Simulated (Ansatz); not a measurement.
# SiO2: tests of the settings

The task, for SiO2: relax the cell with several choices of k mesh.

Method: DFT PBE, scalar-relativistic, plane waves, PAW, in Ansatz 0.2.0.

### Step 1. The system as given

It takes space group P6_422 (No. 181, hexagonal). The conventional cell has a = 5.061 Å, b = 5.061 Å, c = 5.541 Å, α = 90.00°, β = 90.00°, γ = 120.00°. Si (site symmetry 222) has 4 O at 1.61 Å as nearest neighbours. O (site symmetry 2) has 2 Si at 1.61 Å as nearest neighbours.

Coordinates:

```cif
data_structure
_symmetry_space_group_name_H-M 'P6_422'
_symmetry_Int_Tables_number 181
_cell_length_a 5.0605
_cell_length_b 5.0605
_cell_length_c 5.5414
_cell_angle_alpha 90.000
_cell_angle_beta 90.000
_cell_angle_gamma 120.000
_cell_volume 122.90
loop_
_atom_site_label
_atom_site_type_symbol
_atom_site_symmetry_multiplicity
_atom_site_Wyckoff_symbol
_atom_site_fract_x
_atom_site_fract_y
_atom_site_fract_z
_atom_site_occupancy
Si1 Si 3 c 0.00000 0.50000 0.33333 1
O1 O 6 j 0.58279 0.79139 0.83333 1
```

Source of the structure: the Materials Project (structure only). It is taken as it stands there.

### Step 2. The base input

File input.yaml:

```yaml
crystal:
  lattice:
    - [5.0605222284, 0.0, 0.0]
    - [-2.5302611142, 4.3825408062, 0.0]
    - [0.0, 0.0, 5.54135331]
  atoms:
    - { symbol: Si, position: [0.0, 0.5, 0.33333333] }
    - { symbol: Si, position: [0.5, 0.5, 0.66666667] }
    - { symbol: Si, position: [0.5, 0.0, 0.0] }
    - { symbol: O, position: [0.58278926, 0.79139463, 0.83333333] }
    - { symbol: O, position: [0.79139463, 0.58278926, 0.5] }
    - { symbol: O, position: [0.79139463, 0.20860537, 0.16666667] }
    - { symbol: O, position: [0.41721074, 0.20860537, 0.83333333] }
    - { symbol: O, position: [0.20860537, 0.41721074, 0.5] }
    - { symbol: O, position: [0.20860537, 0.79139463, 0.16666667] }
basis:
  ecutwfc: 420
kpoints:
  mp_grid: { grid: [6, 6, 4] }
hamiltonian:
  xc: pbe
scf:
  occupations: { method: gaussian, width: 0.02 }
output:
  forces: true
  stress: true
  eigenvalues: true
  populations: true
```

It was run beforehand and gave: -591.3489 eV/atom at zero smearing, pressure 4.98 GPa, largest force 0.248 eV/Å, gap on the mesh 5.72 eV, in 6 SCF cycles and 4.5 s.

### Step 3. Relaxing with k mesh 1×1×1

File input.yaml:

```yaml
crystal:
  lattice:
    - [5.0605222284, 0.0, 0.0]
    - [-2.5302611142, 4.3825408062, 0.0]
    - [0.0, 0.0, 5.54135331]
  atoms:
    - { symbol: Si, position: [0.0, 0.5, 0.3333333333] }
    - { symbol: Si, position: [0.5, 0.5, 0.6666666667] }
    - { symbol: Si, position: [0.5, 0.0, 0.0] }
    - { symbol: O, position: [0.58278926, 0.79139463, 0.8333333333] }
    - { symbol: O, position: [0.79139463, 0.58278926, 0.5] }
    - { symbol: O, position: [0.79139463, 0.20860537, 0.1666666667] }
    - { symbol: O, position: [0.41721074, 0.20860537, 0.8333333333] }
    - { symbol: O, position: [0.20860537, 0.41721074, 0.5] }
    - { symbol: O, position: [0.20860537, 0.79139463, 0.1666666667] }
basis:
  ecutwfc: 420
kpoints:
  mp_grid: { grid: [1, 1, 1] }
hamiltonian:
  xc: pbe
scf:
  occupations: { method: gaussian, width: 0.02 }
output:
  forces: true
  stress: true
  eigenvalues: true
relax:
  adjacent_minimum: "off"
  f_tol: 0.01
  max_steps: 60
  cell: { stress_tol: 0.05 }
```

Launch:

```sh
> ansatz run input.yaml --threads 2 --pin off --max-ram 5120MiB --backend cpu --events-out ev --progress --plain --runs-dir out
```

### Step 4. Relaxation, k mesh: 3×3×1

Changes to input.yaml since step 3:

```diff
@@ -18,3 +18,3 @@
 kpoints:
-  mp_grid: { grid: [1, 1, 1] }
+  mp_grid: { grid: [3, 3, 1] }
 hamiltonian:
```

### Step 5. Relaxation, k mesh: 3×3×2

Changes to input.yaml since step 4:

```diff
@@ -18,3 +18,3 @@
 kpoints:
-  mp_grid: { grid: [3, 3, 1] }
+  mp_grid: { grid: [3, 3, 2] }
 hamiltonian:
```

### Step 6. Relaxation, k mesh: 3×3×4

Changes to input.yaml since step 5:

```diff
@@ -18,3 +18,3 @@
 kpoints:
-  mp_grid: { grid: [3, 3, 2] }
+  mp_grid: { grid: [3, 3, 4] }
 hamiltonian:
```

(Steps that only read results are left out.)

**Question.** What does this series show? Wanted: relaxed volume by k mesh.

As calculated:

| quantity | value |
| --- | --- |
| relaxed volume by k mesh (Å³/atom) | 1×1×1: 13.60; 3×3×1: 13.98; 3×3×2: 14.01; 3×3×4: 14.01; 6×6×4: 14.01 |

The relaxed volumes span 3.0 %. From 3×3×1 on the volume holds to 0.5 %, at 0.26 of the time of the best run.
